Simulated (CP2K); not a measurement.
Runs of CP2K 2026.2 on Sb. Symmetry: R-3m, No. 166, trigonal system. Conventional cell: a = 4.308 Å, b = 4.308 Å, c = 11.274 Å, α = 90.00°, β = 90.00°, γ = 120.00°. Sb (site symmetry 3m) is surrounded by 3 Sb at 2.91 Å. 

| level | potentials or basis | smearing | EPS_DEFAULT | NGRIDS | basis sets | potentials | points a segment of the path (NPOINTS) | gap on the mesh (eV) | pressure (GPa) | largest force (eV/Å) |
| --- | --- | --- | --- | --- | --- | --- | --- | --- | --- | --- |
| PBE | POTENTIAL_UZH Sb GTH-PBE-q5; TZVP-MOLOPT-PBE-GTH basis | fermi-dirac 0.05 eV | 1.0E-9 | 4 | Sb TZVP-MOLOPT-PBE-GTH-q5 | Sb GTH-PBE-q5 of POTENTIAL_UZH | 6 | none | (a) | 0.22 |
| PBEsol | POTENTIAL_UZH Sb GTH-PBE-q5; TZVP-MOLOPT-PBE-GTH basis | fermi-dirac 0.01 eV | 1.0E-10 | 4 | Sb TZVP-MOLOPT-PBE-GTH-q5 | Sb GTH-PBE-q5 of POTENTIAL_UZH | 8 | none | 2.5 | 0.30 |
| r2SCAN | POTENTIAL_UZH Sb GTH-SCAN-q5; TZVP-MOLOPT-SCAN-GTH basis | fermi-dirac 0.05 eV | 1.0E-9 | 5 | Sb TZVP-MOLOPT-SCAN-GTH-q5 | Sb GTH-SCAN-q5 of POTENTIAL_UZH | 6 | none | 0.7 | (c) |
| TB-mBJ | POTENTIAL_UZH Sb GTH-PBE-q5; TZVP-MOLOPT-PBE-GTH basis | fermi-dirac 0.05 eV | 1.0E-10 | 5 | Sb TZVP-MOLOPT-PBE-GTH-q5 | Sb GTH-PBE-q5 of POTENTIAL_UZH | 8 | none | - | - |
| LDA | GTH_POTENTIALS Sb GTH-PADE-q5; TZVP-MOLOPT-PBE-GTH basis | fermi-dirac 0.05 eV | 1.0E-9 | 4 | Sb TZVP-MOLOPT-PBE-GTH-q5 | Sb GTH-PADE-q5 of GTH_POTENTIALS | 10 | none | -0.8 | (b) |

Alike in all rows: task band structure; no spin polarisation; cell as given; k mesh 8 × 8 × 8.

**Question.** Estimate the missing entries.

**Answer.** (a) 3.6; (b) 0.03; (c) 0.09.

Caveats: spin-orbit coupling is left out, which moves the levels of the heavy elements; the basis of atomic orbitals isn't converged, which shifts pressures, moduli and gaps; the potentials were made for another functional, which shifts forces and pressure (some runs); this is a model potential without an energy functional, so only levels have meaning (some runs).

A k mesh can miss the band edges, and the runs leave out spin-orbit coupling on Sb.

A gap of «none» marks a metal or a gap under the smearing width.
